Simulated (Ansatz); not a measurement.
**(001) slab of diamond C, 16.9 Å thick as cut, ended by H**

How far do the faces relax, and where do the top filled and lowest empty levels lie below the vacuum? Levels of theory: PBEsol and HSE06.

Program: Ansatz 0.2.0, PAW, plane waves. These are calculated values, not measurements.

## (1) Starting point

24 atoms (20 C, 4 H); a = 2.513 Å, b = 2.513 Å, c = 32.381 Å, α = 90.00°, β = 90.00°, γ = 90.00°. All atoms were shaken off their sites by about 0.02 Å along each axis.

Plan of the steps: (2) PBEsol relaxation at a 6×6×1 mesh, on 1 × data-centre GPU with 8 threads; (3) HSE06 single point at a 4×4×1 mesh, on 1 × data-centre GPU with 8 threads.

As a file:

```
C H
1.0
     1.77690    1.77690    0.00000
    -1.77690    1.77690    0.00000
     0.00000    0.00000   32.38056
C H
20 4
Direct
  0.01105 0.00831 0.23978
  0.01388 0.99735 0.34933
  0.00230 0.98934 0.45849
  0.98740 0.01407 0.56866
  0.99121 0.99588 0.67797
  0.49283 0.00127 0.26698
  0.48742 0.01031 0.37744
  0.49241 0.00534 0.48721
  0.49565 0.99495 0.59675
  0.49354 0.98621 0.70587
  0.01088 0.50415 0.32199
  0.00496 0.50428 0.43159
  0.00486 0.49891 0.54045
  0.98424 0.49956 0.65092
  0.00015 0.50341 0.76036
  0.47993 0.49116 0.29385
  0.48175 0.50624 0.40400
  0.51343 0.50370 0.51330
  0.50682 0.50182 0.62303
  0.51345 0.50051 0.73253
  0.99764 0.63604 0.21827
  0.99144 0.37413 0.21980
  0.00016 0.14213 0.78198
  0.99686 0.86902 0.78093
```

## (2) Relaxation of the positions (PBEsol)

in.yaml reads:

```yaml
crystal:
  lattice:
    - [1.776901, 1.776901, 0.000000]
    - [-1.776901, 1.776901, 0.000000]
    - [0.000000, 0.000000, 32.380564]
  atoms:
    - { symbol: C, position: [0.011053, 0.008311, 0.239781] }
    - { symbol: C, position: [0.013876, 0.997346, 0.349330] }
    - { symbol: C, position: [0.002304, 0.989344, 0.458486] }
    - { symbol: C, position: [0.987405, 0.014070, 0.568657] }
    - { symbol: C, position: [0.991215, 0.995877, 0.677966] }
    - { symbol: C, position: [0.492830, 0.001266, 0.266981] }
    - { symbol: C, position: [0.487420, 0.010306, 0.377441] }
    - { symbol: C, position: [0.492406, 0.005340, 0.487207] }
    - { symbol: C, position: [0.495651, 0.994948, 0.596748] }
    - { symbol: C, position: [0.493535, 0.986213, 0.705873] }
    - { symbol: C, position: [0.010881, 0.504148, 0.321985] }
    - { symbol: C, position: [0.004959, 0.504280, 0.431594] }
    - { symbol: C, position: [0.004860, 0.498906, 0.540448] }
    - { symbol: C, position: [0.984236, 0.499560, 0.650915] }
    - { symbol: C, position: [0.000145, 0.503407, 0.760361] }
    - { symbol: C, position: [0.479934, 0.491160, 0.293853] }
    - { symbol: C, position: [0.481750, 0.506245, 0.404001] }
    - { symbol: C, position: [0.513428, 0.503700, 0.513298] }
    - { symbol: C, position: [0.506818, 0.501817, 0.623034] }
    - { symbol: C, position: [0.513452, 0.500511, 0.732531] }
    - { symbol: H, position: [0.997644, 0.636040, 0.218272] }
    - { symbol: H, position: [0.991440, 0.374133, 0.219798] }
    - { symbol: H, position: [0.000162, 0.142129, 0.781979] }
    - { symbol: H, position: [0.996861, 0.869018, 0.780928] }
kpoints:
  mp_grid: { grid: [6, 6, 1] }
hamiltonian:
  xc: pbesol
scf:
  occupations: { method: fermi_dirac, width: 0.01 }
relax:
  f_tol: 0.03
  max_steps: 80
  escape_saddle: false
  adjacent_minimum: "off"
output:
  forces: true
  eigenvalues: true
  populations: true
```

Further steps of the session: Single point with HSE06.

What does the calculation give? Wanted: for each run, top filled to lowest empty; top filled below vacuum.

The runs gave:

| level | time | k points | top filled to lowest empty (eV) | top filled below vacuum (eV) |
| --- | --- | --- | --- | --- |
| PBEsol, relaxation | 8.1 s (GPU) | 6×6×1 | 2.12 | 2.91 |
| HSE06 | 10 s (GPU) | 4×4×1 | 2.81 | 3.50 |

| quantity | value |
| --- | --- |
| relaxation | 9 recorded steps, 5.32 eV gained |
| largest shift | 0.75 Å (H21) |
| mean bonds | C–C 1.537, C–H 1.079 Å |

**Reading.** The relaxation lowers the energy by 5.32 eV; the largest shift is 0.75 Å (H21). The relaxation ran on other k points, so part of any difference from the later rows can come from the mesh.
